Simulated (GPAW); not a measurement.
**InP (F-43m): the P K absorption edge**

Aim: the dependence of the P K near-edge features of InP (F-43m) on volume.

Main program and level: GPAW 26.7.0; X-ray absorption from dipole matrix elements to empty bands, plane-wave PAW PBE.

Most raw output is cut from this account.

The database entry behind the starting cell differs from later determinations by our own check (0.1 to 0.3 % short, probably kX units), so it need not match the best structure at ambient conditions.

**1. Starting point**

The structure is cubic, space group F-43m (No. 216). Conventional cell: a = 5.861 Å, b = 5.861 Å, c = 5.861 Å, α = 90.00°, β = 90.00°, γ = 90.00°. Nearest to In lie 4 P at 2.54 Å. P has 4 In at 2.54 Å nearest. Farther neighbours are not listed.

**2. The field without a hole**

The ground state comes first: it tells whether the system has a gap, which decides how the excited electron is treated.

File scf.py:

```python
import numpy as np
from ase import Atoms
from ase.parallel import parprint, paropen
from gpaw import GPAW, PW, FermiDirac, Mixer, MixerDif, setup_paths
from gpaw.test import gen
setup_paths.insert(0, '.')
gen('P', name='nch1s', xcname='PBE', corehole=(1, 0, 0), write_xml=True)
from gpaw.mpi import world
world.barrier()

atoms = Atoms('InP',
    cell=[[0, 2.9305, 2.9305],
     [2.9305, 0, 2.9305],
     [2.9305, 2.9305, 0]],
    scaled_positions=[[0, 0, 0],
     [0.75, 0.75, 0.75]],
    pbc=True)
atoms.calc = calc = GPAW(legacy_gpaw=True, mode=PW(430, force_complex_dtype=True), xc='PBE', setups={1: 'nch1s'},
    kpts={'size': (7, 7, 7), 'gamma': True}, occupations=FermiDirac(0.05),
    charge=0, mixer=Mixer(0.1, 5, 50), maxiter=150,
    convergence={'density': 0.0001, 'eigenstates': 1e-6}, txt='scf.txt')
energy = atoms.get_potential_energy() + calc.get_reference_energy()
ef = calc.get_fermi_level()
out = dict(energy=energy, fermi=ef, forces=atoms.get_forces().tolist())
parprint(f'all-electron energy {energy:.4f} eV, Fermi level {ef:.4f} eV')
ev = np.array([[calc.get_eigenvalues(k, s) for k in range(len(calc.get_ibz_k_points()))] for s in range(calc.get_number_of_spins())])
out['homo'], out['lumo'], out['counts'] = ev[ev < ef].max(), ev[ev > ef].min(), sorted(set((ev < ef).sum((0, 2)).tolist()))
out['filled'] = (ev[:, 0] < ef).sum(1).tolist()
import json
with paropen('out.json', 'w') as f:
    json.dump(out, f)
```

Launch:

```
OMP_NUM_THREADS=1 mpirun -n 4 gpaw python scf.py
```

The job ended after 4.2 s (4 MPI ranks of Arm Neoverse V1, shared host; peak memory 0.16 GiB; 16 s of CPU time).

The mesh shows a gap of 0.71 eV, so the hole is first treated in a charged cell, without the excited electron.

**3. Supercell without a hole, the energy reference**

The photon energy needs a difference of total energies, so the cell and mesh of the coming hole run are first run without a hole.

Edit scf.py of step 2 so:

```diff
@@ -10,11 +10,17 @@
 
-atoms = Atoms('InP',
-    cell=[[0, 2.9305, 2.9305],
-     [2.9305, 0, 2.9305],
-     [2.9305, 2.9305, 0]],
+atoms = Atoms('In4P4',
+    cell=[[0, -5.861, 0],
+     [-5.861, 0, 0],
+     [0, 0, -5.861]],
     scaled_positions=[[0, 0, 0],
-     [0.75, 0.75, 0.75]],
+     [0.5, 0, 0.5],
+     [0, 0.5, 0.5],
+     [0.5, 0.5, 0],
+     [0.25, 0.25, 0.25],
+     [0.75, 0.25, 0.75],
+     [0.25, 0.75, 0.75],
+     [0.75, 0.75, 0.25]],
     pbc=True)
-atoms.calc = calc = GPAW(legacy_gpaw=True, mode=PW(430, force_complex_dtype=True), xc='PBE', setups={1: 'nch1s'},
-    kpts={'size': (7, 7, 7), 'gamma': True}, occupations=FermiDirac(0.05),
+atoms.calc = calc = GPAW(legacy_gpaw=True, mode=PW(430, force_complex_dtype=True), xc='PBE', setups={4: 'nch1s'},
+    kpts={'size': (3, 3, 3), 'gamma': True}, occupations=FermiDirac(0.02),
     charge=0, mixer=Mixer(0.1, 5, 50), maxiter=150,
```

Elapsed: 9.9 s, on 4 MPI ranks; peak memory 0.2 GiB.

Reference energy: -677147.396 eV with the cores included.

**4. Spectrum with FCH, P atom 2**

The holes are 5.9 Å apart. In GPAW the data set carries the hole's charge, so charge=0 means a charged cell and charge=-1 a neutral one. The excited electron is left out and a uniform background balances the charge. After the field has converged, empty bands are computed with the density fixed and the dipole matrix elements are summed.

The absorber has 4 In at 2.54 Å (tetrahedral, site symmetry -43m).

File xas.py:

```python
import numpy as np
from ase import Atoms
from ase.parallel import parprint, paropen
from gpaw import GPAW, PW, FermiDirac, Mixer, MixerDif, setup_paths
from gpaw.test import gen
setup_paths.insert(0, '.')
gen('P', name='fch1s', xcname='PBE', corehole=(1, 0, 1), write_xml=True)
from gpaw.mpi import world
world.barrier()

atoms = Atoms('In4P4',
    cell=[[0, -5.861, 0],
     [-5.861, 0, 0],
     [0, 0, -5.861]],
    scaled_positions=[[0, 0, 0],
     [0.5, 0, 0.5],
     [0, 0.5, 0.5],
     [0.5, 0.5, 0],
     [0.25, 0.25, 0.25],
     [0.75, 0.25, 0.75],
     [0.25, 0.75, 0.75],
     [0.75, 0.75, 0.25]],
    pbc=True)
atoms.calc = calc = GPAW(legacy_gpaw=True, mode=PW(430, force_complex_dtype=True), xc='PBE', setups={4: 'fch1s'},
    kpts={'size': (3, 3, 3), 'gamma': True}, occupations=FermiDirac(0.02),
    charge=0, mixer=Mixer(0.1, 5, 50), maxiter=150,
    convergence={'density': 0.0001, 'eigenstates': 1e-6}, txt='scf.txt')
energy = atoms.get_potential_energy() + calc.get_reference_energy()
ef = calc.get_fermi_level()
out = dict(energy=energy, fermi=ef, forces=atoms.get_forces().tolist())
parprint(f'all-electron energy {energy:.4f} eV, Fermi level {ef:.4f} eV')
ev = np.array([[calc.get_eigenvalues(k, s) for k in range(len(calc.get_ibz_k_points()))] for s in range(calc.get_number_of_spins())])
out['homo'], out['lumo'], out['counts'] = ev[ev < ef].max(), ev[ev > ef].min(), sorted(set((ev < ef).sum((0, 2)).tolist()))
out['filled'] = (ev[:, 0] < ef).sum(1).tolist()

from ase.units import Ha
from gpaw.xas import dipole_matrix_elements
nb = int(calc.get_number_of_electrons() / 2) + 123
top, nb = nb, nb + 8 + nb // 12
nscf = calc.fixed_density(kpts={'size': (4, 4, 4), 'gamma': True}, nbands=nb,
    convergence={'bands': top, 'eigenstates': 5e-3}, maxiter=60, txt='nscf.txt')
cell = atoms.cell.array
ops = [cell.T @ U.T @ np.linalg.inv(cell.T) for U in nscf.wfs.kd.symmetry.op_scc]
filled = [36]  # bands filled in the ground state, by spin
E = np.arange(-6, 34, 0.1)
fwhm = np.interp(E, [4, 25], [0.9, 3.5])
Y, X, zero, highest = 0, 0, 1e9, 1e9
for spin in range(nscf.get_number_of_spins()):
    wfs = nscf.wfs
    mine = wfs.bd.get_slice()  # this rank's bands
    A = dipole_matrix_elements(wfs.setups[4])
    eps = np.zeros((wfs.kd.nibzkpts, nb))
    d = np.zeros((3, A.shape[1], wfs.kd.nibzkpts, nb), complex)
    for kpt in wfs.kpt_u:
        if kpt.s == spin and 4 in kpt.P_ani:
            eps[kpt.k, mine] = kpt.eps_n * Ha
            d[:, :, kpt.k, mine] = (kpt.weight * wfs.nspins / 2) ** 0.5 * np.inner(A, kpt.P_ani[4])
    world.sum(eps)
    world.sum(d)
    T = np.einsum('amkn,bmkn->abkn', d, d.conj()).real
    T = sum(np.einsum('ai,ijkn,bj->abkn', R, T, R) for R in ops) / len(ops)
    empty = np.ones_like(eps, bool) & (np.arange(nb) >= filled[spin])
    zero, highest = min(zero, eps[empty].min()), min(highest, eps[:, top - 1].min())
    lines = [(eps, T, empty)] if spin == 0 else lines + [(eps, T, empty)]
for eps, T, empty in lines:
    f = np.einsum('aakn->akn', T).reshape(3, -1)
    x = eps.ravel() - zero
    w = np.interp(x, E, fwhm) / 2.35482
    g = np.exp(-0.5 * ((E[:, None] - x) / w) ** 2) / (w * (2 * np.pi) ** 0.5)
    Y = Y + (f * empty.ravel()) @ g.T
    X = X + (f * ~empty.ravel()) @ g.T
out.update(E=E.round(2).tolist(), xas=Y.tolist(), xes=X.tolist(), zero=zero, valid=highest - zero, nk=len(eps), nb=nb)
for i in range(0, len(E), 10):
    parprint(f'{E[i]:7.2f}', *(f'{v:10.3e}' for v in Y[:, i]))
import json
with paropen('out.json', 'w') as f:
    json.dump(out, f)
```

Launch:

```
OMP_NUM_THREADS=1 mpirun -n 4 gpaw python xas.py
```

It took 62 s on 4 MPI ranks; peak memory 0.31 GiB; 4.1 min of CPU time.

The P K spectrum, P atom 2, full core hole (charged cell) (energy from the lowest empty level; intensity scaled to a mean of 1 over the first 20 eV):

| E (eV) | intensity |
| --- | --- |
| -2.0 | 0.00 |
| -1.0 | 0.00 |
| 0.0 | 0.00 |
| 1.0 | 0.52 |
| 2.0 | 1.76 |
| 3.0 | 1.58 |
| 4.0 | 1.95 |
| 5.0 | 1.36 |
| 6.0 | 1.13 |
| 7.0 | 1.56 |
| 8.0 | 1.05 |
| 9.0 | 0.73 |
| 10.0 | 0.58 |
| 11.0 | 0.64 |
| 12.0 | 0.96 |
| 13.0 | 1.10 |
| 14.0 | 1.07 |
| 15.0 | 0.97 |
| 16.0 | 0.79 |
| 17.0 | 0.60 |
| 18.0 | 0.58 |
| 19.0 | 0.68 |
| 20.0 | 0.76 |
| 21.0 | 0.77 |
| 22.0 | 0.80 |
| 23.0 | 0.97 |
| 24.0 | 1.15 |
| 25.0 | 1.18 |
| 26.0 | 1.09 |
| 27.0 | 0.96 |
| 28.0 | 0.91 |
| 29.0 | 0.99 |
| 30.0 | 1.11 |
| 31.0 | 1.16 |
| 32.0 | 1.11 |

Main maxima below 24 eV (height): 2.3 eV (1.91), 4.0 eV (1.95), 7.0 eV (1.56) and 13.2 eV (1.10). A K edge sees empty p states on the absorber.

The hole costs E(hole) − E(ground) = 2149.33 eV, and the lowest empty level of the hole cell on the spectrum's mesh lies at 5.14 eV, which puts the zero at 2154.47 eV. One term is added: -15.96 eV, since the hole is spin-paired here and a spin-polarised one costs that much less in the free atom (computed apart). The photon energy is then 2138.51 eV. The functional and the charged cell's background leave an error of a few eV in such absolute values.

**5. Reference energy of the supercell**

The cell changes for the next run, so it gets a reference energy of its own.

The cell differs from the one that the last finished run ended in (a 5.861 → 5.741 Å, b 5.861 → 5.741 Å, c 5.861 → 5.741 Å).

Edit scf.py of step 3 so:

```diff
@@ -11,5 +11,5 @@
 atoms = Atoms('In4P4',
-    cell=[[0, -5.861, 0],
-     [-5.861, 0, 0],
-     [0, 0, -5.861]],
+    cell=[[0, -5.74135418, 0],
+     [-5.74135418, 0, 0],
+     [0, 0, -5.74135418]],
     scaled_positions=[[0, 0, 0],
```

Launch:

```
OMP_NUM_THREADS=1 mpirun -n 4 gpaw python scf.py
```

Run time: 9 s. Hardware: 4 MPI ranks; peak memory 0.2 GiB.

Reference energy: -677146.974 eV with the cores included.

**6. Spectrum with FCH, P atom 2**

Shorter bonds are expected to push antibonding states and scattering resonances up, and longer ones down; the cell is scaled to test that.

Changed against the first core-hole run: volume scale from 1 to 0.94.

Edit xas.py of step 4 so:

```diff
@@ -11,5 +11,5 @@
 atoms = Atoms('In4P4',
-    cell=[[0, -5.861, 0],
-     [-5.861, 0, 0],
-     [0, 0, -5.861]],
+    cell=[[0, -5.74135418, 0],
+     [-5.74135418, 0, 0],
+     [0, 0, -5.74135418]],
     scaled_positions=[[0, 0, 0],
@@ -37,3 +37,3 @@
 from gpaw.xas import dipole_matrix_elements
-nb = int(calc.get_number_of_electrons() / 2) + 123
+nb = int(calc.get_number_of_electrons() / 2) + 115
 top, nb = nb, nb + 8 + nb // 12
```

Launch:

```
OMP_NUM_THREADS=1 mpirun -n 4 gpaw python xas.py
```

Wall time 54 s (4 MPI ranks); peak memory 0.3 GiB; 3.6 min of CPU time.

| E (eV) | first run | this run |
| --- | --- | --- |
| -2.0 | 0.00 | 0.00 |
| -1.0 | 0.00 | 0.00 |
| 0.0 | 0.00 | 0.01 |
| 1.0 | 0.52 | 0.65 |
| 2.0 | 1.76 | 1.76 |
| 3.0 | 1.58 | 1.51 |
| 4.0 | 1.95 | 2.08 |
| 5.0 | 1.36 | 1.22 |
| 6.0 | 1.13 | 1.13 |
| 7.0 | 1.56 | 1.56 |
| 8.0 | 1.05 | 1.01 |
| 9.0 | 0.73 | 0.74 |
| 10.0 | 0.58 | 0.65 |
| 11.0 | 0.64 | 0.66 |
| 12.0 | 0.96 | 0.95 |
| 13.0 | 1.10 | 1.09 |
| 14.0 | 1.07 | 1.06 |
| 15.0 | 0.97 | 1.00 |
| 16.0 | 0.79 | 0.85 |
| 17.0 | 0.60 | 0.64 |
| 18.0 | 0.58 | 0.55 |
| 19.0 | 0.68 | 0.62 |
| 20.0 | 0.76 | 0.71 |
| 21.0 | 0.77 | 0.74 |
| 22.0 | 0.80 | 0.73 |
| 23.0 | 0.97 | 0.83 |
| 24.0 | 1.15 | 1.04 |
| 25.0 | 1.18 | 1.18 |
| 26.0 | 1.09 | 1.18 |
| 27.0 | 0.96 | 1.07 |
| 28.0 | 0.91 | 0.94 |
| 29.0 | 0.99 | 0.91 |
| 30.0 | 1.11 | 1.01 |
| 31.0 | 1.16 | 1.13 |

Against the first run the r.m.s. difference is 7 %. The highest intensity below 16 eV goes from 4.0 eV (1.95) to 3.9 eV (2.11).

The photon energy of the zero moves by +0.29 eV.

**7. Reference energy of the supercell**

The cell differs from the one that the last finished run ended in (a 5.741 → 5.802 Å, b 5.741 → 5.802 Å, c 5.741 → 5.802 Å).

Edit scf.py of step 5 so:

```diff
@@ -11,5 +11,5 @@
 atoms = Atoms('In4P4',
-    cell=[[0, -5.74135418, 0],
-     [-5.74135418, 0, 0],
-     [0, 0, -5.74135418]],
+    cell=[[0, -5.80179393, 0],
+     [-5.80179393, 0, 0],
+     [0, 0, -5.80179393]],
     scaled_positions=[[0, 0, 0],
```

Launch:

```
OMP_NUM_THREADS=1 mpirun -n 4 gpaw python scf.py
```

Wall time 8.9 s (4 MPI ranks); peak memory 0.2 GiB.

Reference energy: -677147.240 eV with the cores included.

**8. Spectrum with FCH, P atom 2**

Changed against the first core-hole run: volume scale from 1 to 0.97.

Edit xas.py of step 6 so:

```diff
@@ -11,5 +11,5 @@
 atoms = Atoms('In4P4',
-    cell=[[0, -5.74135418, 0],
-     [-5.74135418, 0, 0],
-     [0, 0, -5.74135418]],
+    cell=[[0, -5.80179393, 0],
+     [-5.80179393, 0, 0],
+     [0, 0, -5.80179393]],
     scaled_positions=[[0, 0, 0],
@@ -37,3 +37,3 @@
 from gpaw.xas import dipole_matrix_elements
-nb = int(calc.get_number_of_electrons() / 2) + 115
+nb = int(calc.get_number_of_electrons() / 2) + 119
 top, nb = nb, nb + 8 + nb // 12
```

Launch:

```
OMP_NUM_THREADS=1 mpirun -n 4 gpaw python xas.py
```

Run time: 56 s. Hardware: 4 MPI ranks; peak memory 0.3 GiB; 3.7 min of CPU time.

| E (eV) | first run | this run |
| --- | --- | --- |
| -2.0 | 0.00 | 0.00 |
| -1.0 | 0.00 | 0.00 |
| 0.0 | 0.00 | 0.00 |
| 1.0 | 0.52 | 0.59 |
| 2.0 | 1.76 | 1.77 |
| 3.0 | 1.58 | 1.53 |
| 4.0 | 1.95 | 2.03 |
| 5.0 | 1.36 | 1.28 |
| 6.0 | 1.13 | 1.13 |
| 7.0 | 1.56 | 1.56 |
| 8.0 | 1.05 | 1.03 |
| 9.0 | 0.73 | 0.73 |
| 10.0 | 0.58 | 0.61 |
| 11.0 | 0.64 | 0.65 |
| 12.0 | 0.96 | 0.95 |
| 13.0 | 1.10 | 1.09 |
| 14.0 | 1.07 | 1.07 |
| 15.0 | 0.97 | 0.99 |
| 16.0 | 0.79 | 0.82 |
| 17.0 | 0.60 | 0.61 |
| 18.0 | 0.58 | 0.56 |
| 19.0 | 0.68 | 0.65 |
| 20.0 | 0.76 | 0.74 |
| 21.0 | 0.77 | 0.75 |
| 22.0 | 0.80 | 0.76 |
| 23.0 | 0.97 | 0.90 |
| 24.0 | 1.15 | 1.10 |
| 25.0 | 1.18 | 1.19 |
| 26.0 | 1.09 | 1.14 |
| 27.0 | 0.96 | 1.01 |
| 28.0 | 0.91 | 0.91 |
| 29.0 | 0.99 | 0.94 |
| 30.0 | 1.11 | 1.07 |

Against the first run the r.m.s. difference is 4 %. The highest intensity below 16 eV goes from 4.0 eV (1.95) to 4.0 eV (2.03).

The photon energy of the zero moves by +0.15 eV.

**9. Reference energy of the supercell**

The cell differs from the one that the last finished run ended in (a 5.802 → 5.919 Å, b 5.802 → 5.919 Å, c 5.802 → 5.919 Å).

Edit scf.py of step 7 so:

```diff
@@ -11,5 +11,5 @@
 atoms = Atoms('In4P4',
-    cell=[[0, -5.80179393, 0],
-     [-5.80179393, 0, 0],
-     [0, 0, -5.80179393]],
+    cell=[[0, -5.91903348, 0],
+     [-5.91903348, 0, 0],
+     [0, 0, -5.91903348]],
     scaled_positions=[[0, 0, 0],
```

Launch:

```
OMP_NUM_THREADS=1 mpirun -n 4 gpaw python scf.py
```

Run time: 9.7 s. Hardware: 4 MPI ranks; peak memory 0.2 GiB.

Reference energy: -677147.474 eV with the cores included.

**10. Spectrum with FCH, P atom 2**

Changed against the first core-hole run: volume scale from 1 to 1.03.

Edit xas.py of step 8 so:

```diff
@@ -11,5 +11,5 @@
 atoms = Atoms('In4P4',
-    cell=[[0, -5.80179393, 0],
-     [-5.80179393, 0, 0],
-     [0, 0, -5.80179393]],
+    cell=[[0, -5.91903348, 0],
+     [-5.91903348, 0, 0],
+     [0, 0, -5.91903348]],
     scaled_positions=[[0, 0, 0],
@@ -37,3 +37,3 @@
 from gpaw.xas import dipole_matrix_elements
-nb = int(calc.get_number_of_electrons() / 2) + 119
+nb = int(calc.get_number_of_electrons() / 2) + 126
 top, nb = nb, nb + 8 + nb // 12
```

Launch:

```
OMP_NUM_THREADS=1 mpirun -n 4 gpaw python xas.py
```

Run time: 64 s. Hardware: 4 MPI ranks; peak memory 0.31 GiB.

| E (eV) | first run | this run |
| --- | --- | --- |
| -2.0 | 0.00 | 0.00 |
| -1.0 | 0.00 | 0.00 |
| 0.0 | 0.00 | 0.00 |
| 1.0 | 0.52 | 0.45 |
| 2.0 | 1.76 | 1.74 |
| 3.0 | 1.58 | 1.64 |
| 4.0 | 1.95 | 1.84 |
| 5.0 | 1.36 | 1.44 |
| 6.0 | 1.13 | 1.15 |
| 7.0 | 1.56 | 1.55 |
| 8.0 | 1.05 | 1.08 |
| 9.0 | 0.73 | 0.73 |
| 10.0 | 0.58 | 0.56 |
| 11.0 | 0.64 | 0.64 |
| 12.0 | 0.96 | 0.96 |
| 13.0 | 1.10 | 1.10 |
| 14.0 | 1.07 | 1.07 |
| 15.0 | 0.97 | 0.96 |
| 16.0 | 0.79 | 0.76 |
| 17.0 | 0.60 | 0.60 |
| 18.0 | 0.58 | 0.60 |
| 19.0 | 0.68 | 0.71 |
| 20.0 | 0.76 | 0.79 |
| 21.0 | 0.77 | 0.79 |
| 22.0 | 0.80 | 0.85 |
| 23.0 | 0.97 | 1.03 |
| 24.0 | 1.15 | 1.17 |
| 25.0 | 1.18 | 1.16 |
| 26.0 | 1.09 | 1.04 |
| 27.0 | 0.96 | 0.92 |
| 28.0 | 0.91 | 0.93 |
| 29.0 | 0.99 | 1.04 |
| 30.0 | 1.11 | 1.15 |
| 31.0 | 1.16 | 1.15 |
| 32.0 | 1.11 | 1.07 |

Against the first run the r.m.s. difference is 4 %. Another feature, at 2.4 eV (1.94), becomes the highest below 16 eV; the one at 4.0 eV (1.95) is now at 4.2 eV (1.87).

The photon energy of the zero moves by -0.15 eV.

**11. Reference energy of the supercell**

The cell differs from the one that the last finished run ended in (a 5.919 → 5.976 Å, b 5.919 → 5.976 Å, c 5.919 → 5.976 Å).

Edit scf.py of step 9 so:

```diff
@@ -11,5 +11,5 @@
 atoms = Atoms('In4P4',
-    cell=[[0, -5.91903348, 0],
-     [-5.91903348, 0, 0],
-     [0, 0, -5.91903348]],
+    cell=[[0, -5.97595075, 0],
+     [-5.97595075, 0, 0],
+     [0, 0, -5.97595075]],
     scaled_positions=[[0, 0, 0],
```

Launch:

```
OMP_NUM_THREADS=1 mpirun -n 4 gpaw python scf.py
```

It took 9.7 s on 4 MPI ranks; peak memory 0.2 GiB.

Reference energy: -677147.478 eV with the cores included.

(Continued in part 2 of 2.)

[Logs are printed without paths, hosts, clocks, repeated set-up lines and the standing remarks that a program may print on its own settings, such as how far it seeks lower states.]

[Hosts, paths, dates, database ids (printed as entryN), source tags and the programs' standing remarks are cut or masked in the printed files.]

[Lists of maxima count a maximum above −3 eV only where it reaches 4 % of the highest in the window and stands out from its surroundings by 2 % of it (1.5 % where it reaches 55 %); shoulders and weaker maxima are passed over, and of the rest the first, up to two pre-edge ones and the few strongest are named.]
